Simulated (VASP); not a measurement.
# Cu (Fm-3m) in VASP: further runs, part 2 of 2

VASP 6.6.1.

### 3 Relaxation of cell and atoms, PBE+D4

File INCAR:

```
PREC = Accurate
ENCUT = 600
EDIFF = 1E-6
ISMEAR = -1
SIGMA = 0.05
LREAL = False
LASPH = True
NELM = 80
ALGO = Normal
ISIF = 3
LWAVE = False
LCHARG = False
GGA = PE
IVDW = 13
IBRION = 2
NSW = 40
EDIFFG = -0.01
```

File KPOINTS:

```
regular mesh
0
Gamma
  13 13 13
```

File POSCAR:

```
Cu
1.0
    0.0000000000      1.8075000000      1.8075000000
    1.8075000000      0.0000000000      1.8075000000
    1.8075000000      1.8075000000      0.0000000000
Cu
1
Direct
    0.0000000000      0.0000000000      0.0000000000
```

Potentials or basis: VASP PAW PBE potentials, release 64 (Cu).

Run with:

```
$ cat potpaw_PBE.64/Cu/POTCAR > POTCAR
$ mpirun -np 1 vasp_std > vasp.out
```

It took 18 s on 1 thread of Intel Xeon Platinum 8375C at 2.90GHz (Ice Lake), shared host; peak memory 0.13 GiB.

It converged, with:

- Free energy: -4.2950 eV
- Relaxed volume: 11.44 Å³/atom
- Relaxed cell: a = 2.529 Å, b = 2.529 Å, c = 2.529 Å, α = 60.00°, β = 60.00°, γ = 60.00°
- Space group after relaxing (to 0.05 Å): Fm-3m (No. 225)
- Energy gained by relaxing: 5.8 meV/atom
- Ionic steps: 3
- Pressure after relaxing: 0.0 GPa
- Band gap on the k mesh: none (metal or under the smearing width)
- Dispersion energy per atom: -0.578 eV

The path:
| step | energy change (eV) | largest force (eV/Å) | pressure (GPa) | volume (Å³) |
| --- | --- | --- | --- | --- |
| 1 | 0.0000 | 0.0000 | -4.79 | 11.81 |
| 2 | -0.0036 | 0.0000 | 3.33 | 11.22 |
| 3 | -0.0058 | 0.0000 | -0.03 | 11.44 |

Final structure:
```
Cu
1.0
     0.00000    1.78817    1.78817
     1.78817    0.00000    1.78817
     1.78817    1.78817    0.00000
Cu
1
Cartesian
  0.0000 0.0000 0.0000
```

Levels at points of the mesh, in eV from the Fermi level:
```
           k point  band 4  band 5  band 6  band 7  band 8  band 9
(0.00, 0.00, 0.00)   -3.32   -2.45   -2.45   22.67   25.56   25.56
```

Caveat: pairwise dispersion overbinds metals, which lowers pressure and volume.

### 4 Relaxation of cell and atoms, PBE+rVV10

File INCAR:

```
PREC = Accurate ; ENCUT = 600
EDIFF = 1E-7 ; ISMEAR = -1
SIGMA = 0.05 ; LREAL = False
LASPH = True ; NELM = 100
ALGO = Fast ; ISIF = 3
LWAVE = False ; LCHARG = False
GGA = PE ; LUSE_VDW = True
IVDW_NL = 2 ; BPARAM = 10.0
CPARAM = 0.0093 ; IBRION = 2
NSW = 60 ; EDIFFG = -0.02
```

File KPOINTS:

```
Automatic mesh
0
Gamma
  13 13 13
```

POSCAR is that of step 3.

Run with:

```
$ cat potpaw_PBE.64/Cu/POTCAR > POTCAR
$ mpirun -np 1 vasp_std > vasp.out
```

Wall time 44 s (1 thread of Intel Xeon Platinum 8375C at 2.90GHz (Ice Lake), shared host); peak memory 0.18 GiB.

The run converged. Its results:

| Item | Value |
| --- | --- |
| Free energy | -3.3496 eV |
| Relaxed volume | 11.82 Å³/atom |
| Relaxed cell | a = 2.557 Å, b = 2.557 Å, c = 2.557 Å, α = 60.00°, β = 60.00°, γ = 60.00° |
| Space group after relaxing (to 0.05 Å) | Fm-3m (No. 225) |
| Energy gained by relaxing | 0.0 meV/atom |
| Ionic steps | 3 |
| Pressure after relaxing | 0.0 GPa |
| Band gap on the k mesh | none (metal or under the smearing width) |

Final structure:
```
Cu
1.0
     0.00000    1.80803    1.80803
     1.80803    0.00000    1.80803
     1.80803    1.80803    0.00000
Cu
1
Direct
  0.00000 0.00000 0.00000
```

Levels at points of the mesh, in eV from the Fermi level:
```csv
k point,band 3,band 4,band 5,band 6,band 7,band 8,band 9
"(0.00, 0.00, 0.00)",-3.19,-3.19,-2.37,-2.37,22.40,25.04,25.04
```

Caveat: pairwise dispersion overbinds metals, which lowers pressure and volume.

### 5 Relaxation of cell and atoms, PBE+TS

File INCAR:

```
PREC     = Accurate       # precision mode
ENCUT    = 600            # plane-wave cutoff, eV
EDIFF    = 1E-7           # SCF threshold, eV
ISMEAR   = -1             # smearing method
SIGMA    = 0.05           # smearing width, eV
LREAL    = False          # projectors in reciprocal space
LASPH    = True           # aspherical terms in the spheres
NELM     = 100            # most SCF steps
ALGO     = Fast           # electronic algorithm
ISIF     = 3              # what is computed and relaxed
LWAVE    = False          # write WAVECAR
LCHARG   = False          # write CHGCAR
GGA      = PE             # functional
IVDW     = 2              # dispersion correction
IBRION   = 2              # ionic algorithm
NSW      = 40             # ionic steps
EDIFFG   = -0.01          # ionic threshold
```

File KPOINTS:

```
regular mesh
0
Gamma
  13 13 13
```

POSCAR is that of step 4.

Potentials or basis: VASP PAW PBE potentials, release 64 (Cu).

Run with:

```
$ cat potpaw_PBE.64/Cu/POTCAR > POTCAR
$ mpirun -np 1 vasp_std > vasp.out
```

OUTCAR:

```text
PREC = Accurate
   ENCUT = 600
   EDIFF = 1E-7
   ISMEAR = -1
   LREAL = False
   LASPH = True
   NELM = 100
   ISIF = 3
   GGA = PE
   IVDW = 2
   IBRION = 2
   NSW = 40
   EDIFFG = -0.01
  IVDW =   2

 ion  position               nearest neighbor table
   1  0.000  0.000  0.000-

  LATTYP: Found a face centered cubic cell.
 ALAT       =     3.6150000000

  Lattice vectors:

 A1 = (   0.0000000000,   1.8075000000,   1.8075000000)
 A2 = (   1.8075000000,   0.0000000000,   1.8075000000)
 A3 = (   1.8075000000,   1.8075000000,   0.0000000000)

Analysis of symmetry for initial positions (statically):
=====================================================================
 Subroutine PRICEL returns:
 Original cell was already a primitive cell.

 Routine SETGRP: Setting up the symmetry group for a
 face centered cubic supercell.

 Subroutine GETGRP returns: Found 48 space group operations
 (whereof 48 operations were pure point group operations)
 out of a pool of 48 trial point group operations.
[... 255 lines left out ...]

 E-fermi :   8.5261     XC(G=0): -13.0699

 val. band max:        8.3408455051   @ k =   0.4615   0.2308   0.0000
 cond. band min:       8.5456196811   @ k =   0.4615   0.3077   0.0000
 fundamental gap:      0.2047741760
 Fermi energy:         8.5261243914

 k-point     1 :       0.0000    0.0000    0.0000
  band No.  band energies     occupation
      1      -1.4725      2.00000
      2       5.1163      2.00000
      3       5.1163      2.00000
      4       5.1163      2.00000
      5       6.0161      2.00000
      6       6.0161      2.00000
      7      31.3951      0.00000
      8      34.5006      0.00000
      9      34.5006      0.00000
[... 265 lines left out ...]
 k-point    24 :       0.4615    0.1538    0.0000
  band No.  band energies     occupation
      1       3.1921      2.00000
      2       4.7137      2.00000
      3       5.1202      2.00000
      4       5.4149      2.00000
      5       6.6554      2.00000
      6       7.9917      1.99995
      7      14.7282      0.00000
      8      25.7961      0.00000
      9      27.3335      0.00000

 [... further k-points ...]

------------------------ aborting loop because EDIFF is reached ----------------------------------------

  Hirshfeld charges:
            ion         q(e)
   ------------------------------
      1     Cu       0.00000000

  Tkatchenko/Scheffler method for vdW energy calculation

  Number of pair interactions contributing to vdW energy:   47176

  Edisp (eV):   -0.63814
[... 24 lines left out ...]
  FREE ENERGIE OF THE ION-ELECTRON SYSTEM (eV)
  ---------------------------------------------------
  free  energy   TOTEN  =        -4.3373135142 eV

  energy  without entropy=       -4.3345972984  energy(sigma->0) =       -4.33595541

 reached required accuracy - stopping structural energy minimisation
```

It took 25 s on 1 thread of Intel Xeon Platinum 8375C at 2.90GHz (Ice Lake), shared host; peak memory 0.14 GiB.

Results:

| Item | Value |
| --- | --- |
| Free energy | -4.3373 eV |
| Relaxed volume | 11.14 Å³/atom |
| Relaxed cell | a = 2.507 Å, b = 2.507 Å, c = 2.507 Å, α = 60.00°, β = 60.00°, γ = 60.00° |
| Space group after relaxing (to 0.05 Å) | Fm-3m (No. 225) |
| Energy gained by relaxing | 18.8 meV/atom |
| Ionic steps | 3 |
| Pressure after relaxing | 0.1 GPa |
| Band gap on the k mesh | none (metal or under the smearing width) |
| Dispersion energy per atom | -0.638 eV |

The path:
```csv
step,energy change (eV),largest force (eV/Å),pressure (GPa),volume (Å³)
1,0.0000,0.0000,-8.26,11.81
2,-0.0128,0.0000,6.07,10.80
3,-0.0188,0.0000,0.11,11.14
```

Final structure:
```xyz
1
Lattice="0.0000 1.7726 1.7726 1.7726 0.0000 1.7726 1.7726 1.7726 0.0000" Properties=species:S:1:pos:R:3 pbc="T T T"
Cu    0.0000    0.0000    0.0000
```

Levels at points of the mesh, in eV from the Fermi level:
| k point | band 3 | band 4 | band 5 | band 6 | band 7 | band 8 | band 9 |
| --- | --- | --- | --- | --- | --- | --- | --- |
| (0.00, 0.00, 0.00) | -3.41 | -3.41 | -2.51 | -2.51 | 22.87 | 25.97 | 25.97 |

Caveat: atom-pairwise D2, TS and ULG terms overbind metals; pairwise dispersion overbinds metals, which lowers pressure and volume.

### 6 The reference run

An earlier run on the cell as given: functional PBE; potentials or basis VASP PAW PBE potentials, release 64 (Cu); cutoff 520 eV; k mesh 13 × 13 × 13; occupations fermi-dirac, width 0.05 eV; no spin polarisation.

- Pressure: 2.2 GPa
- Band gap on the k mesh: none (metal or under the smearing width)

### 7 Overview

| task | level | cell | cutoff (eV) | gap on the mesh (eV) | pressure (GPa) | relaxed volume (Å³/atom) |
| --- | --- | --- | --- | --- | --- | --- |
| relaxation of cell and atoms | PBE+D3(BJ) | relaxed | 600 | none | -0.1 | 11.34 |
| relaxation of cell and atoms | PBE+D4 | relaxed | 600 | none | 0.0 | 11.44 |
| relaxation of cell and atoms | PBE+rVV10 | relaxed | 600 | none | 0.0 | 11.82 |
| relaxation of cell and atoms | PBE+TS | relaxed | 600 | none | 0.1 | 11.14 |
| single point | PBE | as given | 520 | none | 2.2 | - |

Alike in all rows: potentials or basis VASP PAW PBE potentials, release 64 (Cu); no spin polarisation; k mesh 13 × 13 × 13; smearing fermi-dirac 0.05 eV.

Caveats: pairwise dispersion overbinds metals, which lowers pressure and volume (some runs); atom-pairwise D2, TS and ULG terms overbind metals (some runs).

Total energies depend on the potentials used, so only differences within one code and one set of settings carry meaning.
